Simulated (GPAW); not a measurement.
# ZrB2 (P6/mmm) in GPAW: convergence with k mesh

Aim: find how far k mesh must go before the results for ZrB2 settle, at vdW-DF2. This setting moves, with any that are tied to it; all else stays.

All numbers are computed with GPAW 26.7.0; they aren't measurements. Logs are shortened: lines on timing, memory, paths and dates and some standing lists are left out, and cuts for length are marked. The log counts tension as positive stress, the text compression.

## Step 1: The structure

Symmetry: P6/mmm, No. 191, hexagonal system. The conventional cell has a = 3.170 Å, b = 3.170 Å, c = 3.533 Å, α = 90.00°, β = 90.00°, γ = 120.00°. Zr (site symmetry 6/mmm) is surrounded by 12 B at 2.54 Å. B (site symmetry -6m2) is surrounded by 3 B at 1.83 Å.

## Step 2: With k mesh 3 × 3 × 2

run.py

```python
import json
import numpy as np
from ase import Atoms
from ase.constraints import FixSymmetry
from ase.io import read, write
from ase.optimize import BFGS
from phonopy import Phonopy
from phonopy.structure.atoms import PhonopyAtoms
from gpaw import GPAW, PW

atoms = read('ZrB2.cif')

calc = GPAW(mode=PW(600),
            xc={'name': 'vdW-DF2', 'backend': 'libvdwxc'},
            kpts={'size': (3, 3, 2), 'gamma': True},
            occupations={'name': 'fermi-dirac', 'width': 0.05},
            nbands=20,
            convergence={'density': 1e-06, 'eigenstates': 1e-09},
            maxiter=150,
            txt='gpaw.txt')
atoms.calc = calc
atoms.set_constraint(FixSymmetry(atoms))
BFGS(atoms, trajectory='relax.traj', logfile='-').run(fmax=0.005, steps=40)
atoms.set_constraint()
energy = atoms.get_potential_energy()
forces = atoms.get_forces()
calc.write('gs.gpw')
write('result.traj', atoms)
print('Cell:', atoms.cell.cellpar().round(4))
print(atoms.get_scaled_positions().round(5))

def force_constants(scale):
    unit = PhonopyAtoms(symbols=atoms.get_chemical_symbols(), cell=atoms.cell[:] * scale**(1 / 3),
                        scaled_positions=atoms.get_scaled_positions())
    ph = Phonopy(unit, supercell_matrix=np.diag([1, 1, 1]), primitive_matrix=np.eye(3), symprec=1e-4)
    ph.generate_displacements(distance=0.01)
    forces = []
    for i, sc in enumerate(ph.supercells_with_displacements):
        a = Atoms(sc.symbols, cell=sc.cell, scaled_positions=sc.scaled_positions, pbc=True)
        c = GPAW(mode=PW(600),
                 xc={'name': 'vdW-DF2', 'backend': 'libvdwxc'},
                 kpts={'size': (3, 3, 2), 'gamma': True},
                 occupations={'name': 'fermi-dirac', 'width': 0.05},
                 nbands=20,
                 convergence={'density': 1e-06, 'eigenstates': 1e-09},
                 maxiter=150,
                 txt=f'disp-{scale:.3f}-{i:02d}.txt')
        a.calc = c
        f = a.get_forces()
        forces.append(f - f.mean(axis=0))
        print(f'displacement {i}: drift', f.mean(axis=0).round(5), flush=True)
    ph.forces = forces
    ph.produce_force_constants()
    ph.symmetrize_force_constants()
    return ph

qpoints = [[0.0, 0.0, 0.0]]
results = {}
for scale in [1.0]:
    ph = force_constants(scale)
    ph.run_qpoints(qpoints)
    nu = ph.qpoints.frequencies * 33.35641  # THz to cm^-1
    results[f'{scale:.3f}'] = nu.tolist()
    for qp, f in zip(qpoints, nu):
        print(scale, np.round(qp, 4), f.round(2))
json.dump(results, open('phonons.json', 'w'))
```

ZrB2.cif

```cif
data_ZrB2
_cell_length_a 3.17000000
_cell_length_b 3.17000000
_cell_length_c 3.53300000
_cell_angle_alpha 90.00000000
_cell_angle_beta 90.00000000
_cell_angle_gamma 120.00000000
_space_group_name_H-M_alt 'P1'
_space_group_name_Hall 'P 1'
_space_group_IT_number 1
loop_
_space_group_symop_operation_xyz
'x,y,z'
loop_
_atom_site_label
_atom_site_type_symbol
_atom_site_symmetry_multiplicity
_atom_site_Wyckoff_symbol
_atom_site_fract_x
_atom_site_fract_y
_atom_site_fract_z
_atom_site_occupancy
Zr1 Zr 1 a 0.0000000000 0.0000000000 0.0000000000 1
B1 B 1 a 0.6666666667 0.3333333333 0.5000000000 1
B2 B 1 a 0.3333333333 0.6666666667 0.5000000000 1
```

Potentials or basis: GPAW PAW data sets (gpaw-data 1.2.1), pw.

Run with:

```sh
$ OMP_NUM_THREADS=1 python run.py
```

Wall time 14 s (1 thread of Arm Neoverse V2, shared host); peak memory 0.22 GiB.

Results:

```yaml
Free_energy: -119.3971 eV
Band_gap_on_the_k_mesh: none (metal or under the smearing width)
Highest_phonon_frequency_at_Γ: 552 cm⁻¹
Most_unstable_mode: 163i cm⁻¹
```

## Step 3: With k mesh 4 × 4 × 3

run.py, as its differences from that of step 2:

```diff
@@ -14,3 +14,3 @@
             xc={'name': 'vdW-DF2', 'backend': 'libvdwxc'},
-            kpts={'size': (3, 3, 2), 'gamma': True},
+            kpts={'size': (4, 4, 3), 'gamma': True},
             occupations={'name': 'fermi-dirac', 'width': 0.05},
@@ -42,3 +42,3 @@
                  xc={'name': 'vdW-DF2', 'backend': 'libvdwxc'},
-                 kpts={'size': (3, 3, 2), 'gamma': True},
+                 kpts={'size': (4, 4, 3), 'gamma': True},
                  occupations={'name': 'fermi-dirac', 'width': 0.05},
```

ZrB2.cif is that of step 2.

Potentials or basis: GPAW PAW data sets (gpaw-data 1.2.1), pw.

Run with:

```sh
$ OMP_NUM_THREADS=1 python run.py
```

It took 23 s on 1 thread of Arm Neoverse V2, shared host; peak memory 0.24 GiB.

Results:

| Item | Value |
| --- | --- |
| Free energy | -119.2938 eV |
| Band gap on the k mesh | none (metal or under the smearing width) |
| Highest phonon frequency at Γ | 738 cm⁻¹ |

## Step 4: With k mesh 5 × 5 × 4

run.py, as its differences from that of step 3:

```diff
@@ -14,3 +14,3 @@
             xc={'name': 'vdW-DF2', 'backend': 'libvdwxc'},
-            kpts={'size': (4, 4, 3), 'gamma': True},
+            kpts={'size': (5, 5, 4), 'gamma': True},
             occupations={'name': 'fermi-dirac', 'width': 0.05},
@@ -42,3 +42,3 @@
                  xc={'name': 'vdW-DF2', 'backend': 'libvdwxc'},
-                 kpts={'size': (4, 4, 3), 'gamma': True},
+                 kpts={'size': (5, 5, 4), 'gamma': True},
                  occupations={'name': 'fermi-dirac', 'width': 0.05},
```

ZrB2.cif is that of step 3.

Run with:

```sh
$ OMP_NUM_THREADS=1 python run.py
```

Wall time 38 s (1 thread of Arm Neoverse V2, shared host); peak memory 0.26 GiB.

It converged, with:

* Free energy: -119.3055 eV
* Band gap on the k mesh: none (metal or under the smearing width)
* Highest phonon frequency at Γ: 775 cm⁻¹

## Step 5: With k mesh 6 × 6 × 5

run.py, as its differences from that of step 4:

```diff
@@ -14,3 +14,3 @@
             xc={'name': 'vdW-DF2', 'backend': 'libvdwxc'},
-            kpts={'size': (5, 5, 4), 'gamma': True},
+            kpts={'size': (6, 6, 5), 'gamma': True},
             occupations={'name': 'fermi-dirac', 'width': 0.05},
@@ -42,3 +42,3 @@
                  xc={'name': 'vdW-DF2', 'backend': 'libvdwxc'},
-                 kpts={'size': (5, 5, 4), 'gamma': True},
+                 kpts={'size': (6, 6, 5), 'gamma': True},
                  occupations={'name': 'fermi-dirac', 'width': 0.05},
```

ZrB2.cif is that of step 4.

Run with:

```sh
$ OMP_NUM_THREADS=1 python run.py
```

It took 61 s on 1 thread of Arm Neoverse V2, shared host; peak memory 0.29 GiB.

The run converged. Its results:

```yaml
Free_energy: -119.2864 eV
Band_gap_on_the_k_mesh: none (metal or under the smearing width)
Highest_phonon_frequency_at_Γ: 706 cm⁻¹
```

## Step 6: With k mesh 7 × 7 × 6

run.py, as its differences from that of step 5:

```diff
@@ -14,3 +14,3 @@
             xc={'name': 'vdW-DF2', 'backend': 'libvdwxc'},
-            kpts={'size': (6, 6, 5), 'gamma': True},
+            kpts={'size': (7, 7, 6), 'gamma': True},
             occupations={'name': 'fermi-dirac', 'width': 0.05},
@@ -42,3 +42,3 @@
                  xc={'name': 'vdW-DF2', 'backend': 'libvdwxc'},
-                 kpts={'size': (6, 6, 5), 'gamma': True},
+                 kpts={'size': (7, 7, 6), 'gamma': True},
                  occupations={'name': 'fermi-dirac', 'width': 0.05},
```

ZrB2.cif is that of step 5.

Potentials or basis: GPAW PAW data sets (gpaw-data 1.2.1), pw.

Run with:

```sh
$ OMP_NUM_THREADS=1 python run.py
```

gpaw.txt:

```text
__  _  _
 | _ |_)|_||  |
 |__||  | ||/\| - 26.7.0

Input parameters:
  mode=PW(ecut=600.0),
  convergence={'density': 1e-06, 'eigenstates': 1e-09},
  kpts=MonkhorstPack(size=(7, 7, 6), gamma=True),
  maxiter=150,
  nbands=20,
  occupations=Occupations(name='fermi-dirac', width=0.05),
  xc=XC(name='vdW-DF2', backend='libvdwxc')

Diagonalizing LCAO Hamiltonian
Converting LCAO to pw mode

         B  B

       Zr

Atoms  # Å, Bohr magnetons
|   | symbol |        x |        y |        z |    initial magnetic moments |
|---|--------|----------|----------|----------|-----------------------------|
| 0 |     Zr | 0.000000 | 0.000000 | 0.000000 | ( 0.0000,  0.0000,  0.0000) |
| 1 |      B | 1.585000 | 0.915100 | 1.766500 | ( 0.0000,  0.0000,  0.0000) |
| 2 |      B | 0.000000 | 1.830200 | 1.766500 | ( 0.0000,  0.0000,  0.0000) |

Unit cell  # Å
| periodic |         x |        y |        z |  lengths |     angles |
|----------|-----------|----------|----------|----------|------------|
|      yes |  3.170000 | 0.000000 | 0.000000 | 3.170000 |  90.000000 |
|      yes | -1.585000 | 2.745301 | 0.000000 | 3.170000 |  90.000000 |
|      yes |  0.000000 | 0.000000 | 3.533000 | 3.533000 | 120.000000 |

Number of symmetries: 24
Symmetry operations  # r_c * U_cc + t_c -> r_c
|    | kind |            matrix            |
|----|------|------------------------------|
|  0 |  σ   |  1, 1, 0,  0,-1, 0,  0, 0, 1 |
|  1 |  C2  |  1, 1, 0,  0,-1, 0,  0, 0,-1 |
|  2 |  C6  |  1, 1, 0, -1, 0, 0,  0, 0, 1 |
|  3 |  S6  |  1, 1, 0, -1, 0, 0,  0, 0,-1 |
|  4 |  E   |  1, 0, 0,  0, 1, 0,  0, 0, 1 |
|  5 |  σ   |  1, 0, 0,  0, 1, 0,  0, 0,-1 |
|  6 |  σ   |  1, 0, 0, -1,-1, 0,  0, 0, 1 |
|  7 |  C2  |  1, 0, 0, -1,-1, 0,  0, 0,-1 |
|  8 |  σ   |  0, 1, 0,  1, 0, 0,  0, 0, 1 |
|  9 |  C2  |  0, 1, 0,  1, 0, 0,  0, 0,-1 |
| 10 |  C3  |  0, 1, 0, -1,-1, 0,  0, 0, 1 |
| 11 |  S3  |  0, 1, 0, -1,-1, 0,  0, 0,-1 |
| 12 |  C6  |  0,-1, 0,  1, 1, 0,  0, 0, 1 |
| 13 |  S6  |  0,-1, 0,  1, 1, 0,  0, 0,-1 |
| 14 |  σ   |  0,-1, 0, -1, 0, 0,  0, 0, 1 |
| 15 |  C2  |  0,-1, 0, -1, 0, 0,  0, 0,-1 |
| 16 |  σ   | -1, 0, 0,  1, 1, 0,  0, 0, 1 |
| 17 |  C2  | -1, 0, 0,  1, 1, 0,  0, 0,-1 |
| 18 |  C2  | -1, 0, 0,  0,-1, 0,  0, 0, 1 |
| 19 |  i   | -1, 0, 0,  0,-1, 0,  0, 0,-1 |
| 20 |  C3  | -1,-1, 0,  1, 0, 0,  0, 0, 1 |
| 21 |  S3  | -1,-1, 0,  1, 0, 0,  0, 0,-1 |
| 22 |  σ   | -1,-1, 0,  0, 1, 0,  0, 0, 1 |
| 23 |  C2  | -1,-1, 0,  0, 1, 0,  0, 0,-1 |

BZ-sampling:
  Number of BZ points: 294
  Number of IBZ points: 32

  Monkhorst-Pack size: [7, 7, 6]
  Monkhorst-Pack shift: [0.0, 0.0, 0.08333333333333333]

K-points  # in reciprocal-cell coordinates
|     |                                coordinates |     weight |
|-----|--------------------------------------------|------------|
|   0 | (  0.00000000,   0.00000000,   0.00000000) | 0.00340136 |
|   1 | (  0.00000000,   0.00000000,   0.16666667) | 0.00680272 |
|   2 | (  0.00000000,   0.00000000,   0.33333333) | 0.00680272 |
|   3 | (  0.00000000,   0.00000000,   0.50000000) | 0.00340136 |
|   4 | (  0.14285714,   0.00000000,   0.00000000) | 0.02040816 |
|   5 | (  0.14285714,   0.00000000,   0.16666667) | 0.04081633 |
|   6 | (  0.14285714,   0.00000000,   0.33333333) | 0.04081633 |
|   7 | (  0.14285714,   0.00000000,   0.50000000) | 0.02040816 |
|   8 | (  0.28571429,  -0.14285714,   0.00000000) | 0.02040816 |
|   9 | (  0.28571429,  -0.14285714,   0.16666667) | 0.04081633 |
| ... |                                            |            |
|  31 | (  0.42857143,   0.42857143,   0.50000000) | 0.02040816 |

Plane wave coefficients: 1052
Cutoff: 600.0 eV

Spin-components: 1 (collinear spins)
Bands:           20
Projectors:      16
Spin-degeneracy: 2
Datatype:        complex128

Parallelization:
  kpt:    1
  domain: 1
  band:   1

Density:
  Valence electrons: 18.0
  Components: 1
  Grid points: [18 18 20]
  Charge: 0.0  # |e|

Potential:
  Grid points: [18 18 20]

species:
  Zr:
    name:    Zirconium
    Z:       40.0
    valence: 12
    core:    28
    charge:  0.0  # [|e|]
    compensation charges:
      type: gauss
      rc: 0.40  # [Å]
      lmax: 2
    cutoffs:
      filter: 2.39  # [Å]
      core: 1.59  # [Å]
    projectors
    | kind |    occ | energy [eV] | rcut [Å] |
    |------|--------|-------------|----------|
    |   4s |  2.000 |     -54.478 |    1.323 |
    |   5s |  2.000 |      -4.438 |    1.323 |
    |   4p |  6.000 |     -32.467 |    1.334 |
    |   5p |  0.000 |      -1.470 |    1.334 |
    |   4d |  2.000 |      -3.600 |    1.244 |
    |    d |        |      23.611 |    1.244 |

    Using partial waves for Zr as LCAO basis

  B:
    name:    Boron
    Z:       5.0
    valence: 3
    core:    2
    charge:  0.0  # [|e|]
    compensation charges:
      type: gauss
      rc: 0.20  # [Å]
      lmax: 2
    cutoffs:
      filter: 1.14  # [Å]
      core: 1.38  # [Å]
    projectors
    | kind |    occ | energy [eV] | rcut [Å] |
    |------|--------|-------------|----------|
    |   2s |  2.000 |      -9.443 |    0.635 |
    |   2p |  1.000 |      -3.606 |    0.635 |
    |    s |        |      17.768 |    0.635 |
    |    p |        |      23.605 |    0.635 |
    |    d |        |       0.000 |    0.635 |

    Using partial waves for B as LCAO basis

Reference energy: -99232.550370  # eV

eigensolver:
  PPCG
  Converge bands: occupied
  niter=2

density mixing:
  MSR1-Mixer
  Pratt-step length: 0.05
  Maximum mixing coefficient: 0.75
  Old densities: 10
  SVD Regularization: 0.005
  Good broyden scale: 1.0
  Trust region scale: 1.0
  Backstep threshold: 4.0
  History deletion threshold: 6.0
  Fourier metric: weight=20.0, sigma=0.015

occupation numbers:
  Fermi-Dirac:
    width: 0.0500  # eV

poisson solver:
  ecut: 4800.0  # eV

xc functional:
  name: vdW-DF2 with libvdwxc
  Mode: serial
  Semilocal: GGA_X_RPW86+LDA_C_PW with 2 nearest neighbor stencil
  Local blocksize: 36 x 36 x 40
  PAW datasets: PBE

convergence criteria:
- Maximum integral of absolute [dens]ity change: 1e-06 electrons / valence electron
- Maximum integral of absolute [eigenst]ate change: 1e-09 eV^2 / valence electron
- Maximum [total energy] change in last 3 cyles: 0.0005 eV / valence electron
maximum number of iterations: 150

SCF iterations
|iter     | |      energy | eigst |  dens |
|---------|-|-------------|-------|-------|
|iter:   1| | -120.790666 | +0.14 |       |
|iter:   2| | -120.411101 | -1.73 | -0.94 |
|iter:   3| | -119.317912 | -1.03 | -1.00 |
|iter:   4| | -119.317990 | -2.86 | -1.77 |
|iter:   5| | -119.322554c| -3.29 | -2.05 |
|iter:   6| | -119.322749c| -4.39 | -2.75 |
|iter:   7| | -119.322756c| -5.66 | -3.42 |
|iter:   8| | -119.322757c| -6.88 | -4.01 |
|iter:   9| | -119.322757c| -7.87 | -4.69 |
|iter:  10| | -119.322757c| -9.18c| -5.37 |
|iter:  11| | -119.322757c| -9.16c| -6.00c|

Converged in 11 steps
Energy contributions relative to reference atoms: (reference = -99232.550370)

Energy contributions:
  Kinetic:          23.949622
  Coulomb:         -22.317894
  Zero:              0.439884
  External:          0.000000
  Xc:             -121.392701
  Entropy:          -0.003337
  Spinorbit:         0.000000
  ----------------------------
  Free energy:    -119.324425
  Extrapolated:   -119.322757

dipole moment: (-5.770891, -9.995477, -12.863445)  # |e|*Ang

Fermi level: 11.886
Eigenvalues  # (at kpt = [0.000, 0.000, 0.000])
| band index |      eig [eV] | occ [0-2] |
|------------|---------------|-----------|
|          0 |       -36.980 |     2.000 |
|          1 |       -15.084 |     2.000 |
|          2 |       -14.558 |     2.000 |
|          3 |       -14.558 |     2.000 |
|          4 |        -0.568 |     2.000 |
|          5 |         9.399 |     2.000 |
[... 9 lines left out ...]
|         15 |        17.302 |     0.000 |
|         16 |        19.584 |     0.000 |
|        ... |               |           |
|         19 |        31.772 |     0.000 |

No gap
No difference between direct/indirect transitions

Forces  # eV/Ang
|        x |        y |       z |
|----------|----------|---------|
|  0.00000 | -0.00000 | 0.00000 |  # Zr   0
| -0.00000 |  0.00000 | 0.00000 |  # B    1
|  0.00000 | -0.00000 | 0.00000 |  # B    2

# Writing to gs.gpw (mode='')
```

It took 93 s on 1 thread of Arm Neoverse V2, shared host; peak memory 0.29 GiB.

What came out:

| Quantity | Value |
| --- | --- |
| Free energy | -119.3244 eV |
| Band gap on the k mesh | none (metal or under the smearing width) |
| Highest phonon frequency at Γ | 723 cm⁻¹ |

## Step 7: Result

| k mesh | energy less the tightest run, at zero smearing (meV/atom) | highest phonon frequency (cm⁻¹) | SCF cycles | CPU time (s) | peak memory (GiB) |
| --- | --- | --- | --- | --- | --- |
| 3 × 3 × 2 | -23.36 | 552 | 12 | 14 | 0.22 |
| 4 × 4 × 3 | 10.98 | 738 | 11 | 23 | 0.24 |
| 5 × 5 × 4 | 6.49 | 775 | 11 | 38 | 0.26 |
| 6 × 6 × 5 | 12.91 | 706 | 12 | 61 | 0.29 |
| 7 × 7 × 6 | 0.00 | 723 | 11 | 93 | 0.29 |

Not settled before the last step: the energy (to 1 meV/atom), the highest phonon frequency (to 2 cm⁻¹). Meshes of other sizes hit other points, so gaps and Fermi surfaces needn't settle smoothly. The tightest run that finished is the yardstick and may itself not be fully converged.
